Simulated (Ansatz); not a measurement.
The system is FeO.

```xyz
2
Lattice="-1.6021 1.6021 2.0834 1.6021 -1.6021 2.0834 1.6021 1.6021 -2.0834" Properties=species:S:1:pos:R:3 pbc="T T T"
Fe    0.0000    0.0000    0.0000
O     0.0000    0.0000    2.0834
```

The cell comes from a database or a generator and needn't be the stable form of this composition.

| Property | Result |
| --- | --- |
| Program | Ansatz 0.2.0 |
| Task | relaxation of cell and atoms |
| Functional | HSE03 |
| Potentials or basis | Ansatz PAW |
| Cutoff | 420 eV (not typed: the program's choice for these potentials) |
| k mesh | 6 × 6 × 6 |
| Occupations | fermi-dirac, width 0.05 eV |
| Spin | collinear spin, ferromagnetic start |
| Starting moments | [3.0, 0.0] μB |

At the start: volume 10.70 Å³/atom.

Task: Where does the relaxation end?

Result: It ends after 8 steps and the volume is 10.51 Å³/atom (-1.8 %); space group I4/mmm (No. 139, to 0.05 Å); moment 4.00 μB per cell.

The path:
```csv
step,energy change (eV),largest force (eV/Å),volume (Å³)
1,0.0000,0.0000,21.39
2,-0.0107,0.0000,21.02
3,-0.0153,0.0000,20.83
4,-0.0166,0.0000,20.97
5,-0.0165,0.0000,21.01
6,-0.0151,0.0000,21.01
7,-0.0151,0.0000,21.01
8,-0.0151,0.0000,21.01
```

Final structure:
```cif
data_structure
_symmetry_space_group_name_H-M 'P 1'
_symmetry_Int_Tables_number 1
_cell_length_a 3.0481
_cell_length_b 3.0481
_cell_length_c 3.0481
_cell_angle_alpha 116.235
_cell_angle_beta 116.235
_cell_angle_gamma 96.655
_cell_volume 21.01
loop_
_atom_site_label
_atom_site_type_symbol
_atom_site_fract_x
_atom_site_fract_y
_atom_site_fract_z
_atom_site_occupancy
Fe1 Fe 0.00000 0.00000 0.00000 1
O1 O 0.50000 0.50000 0.00000 1
```

Caveat: the k mesh is coarse (spacing up to 0.46 Å⁻¹), so the values aren't converged, least of all with exact exchange; the magnetic or orbital state may not be the lowest; the plane-wave basis is chosen anew once the cell has moved, so the energies of steps on either side of that aren't comparable; the pressure holds a Pulay correction of +0.7 GPa for the finite cutoff; a cell with one magnetic atom can't hold antiferromagnetic order, which such compounds often take; the PAW data sets come from PBE, with cores solved anew for the run's functional, which leaves a small shift of forces and pressure.
